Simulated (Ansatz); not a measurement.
The system is CdO (Monteponite).

```
Cd O
1.0
     0.00000    2.34950    2.34950
     2.34950    0.00000    2.34950
     2.34950    2.34950    0.00000
Cd O
1 1
Direct
  0.00000 0.00000 0.00000
  0.50000 0.50000 0.50000
```

Program: Ansatz 0.2.0. Alike in all runs: potentials or basis Ansatz PAW; cell as given; cutoff (eV) 420. Hardware: 2 threads of Arm Neoverse V1, on a shared host.

Task: Order these runs on this cell by their wall time, lowest first.
A. task band structure; level PBEsol0; spin off; k mesh 5 × 5 × 5; smearing fermi-dirac 0.05 eV; points for each segment of the path 4; mesh quality coarse
B. task single point; level PBE; spin off; k mesh 10 × 10 × 10; smearing gaussian 0.03 eV; mesh quality not flagged
C. task single point; level PBE0; spin SOC, no magnetisation; k mesh 4 × 4 × 4; smearing fermi-dirac 0.05 eV; mesh quality coarse

Result: B (1 s), C (25 s), A (64 s).

Caveats: some runs use coarse meshes.
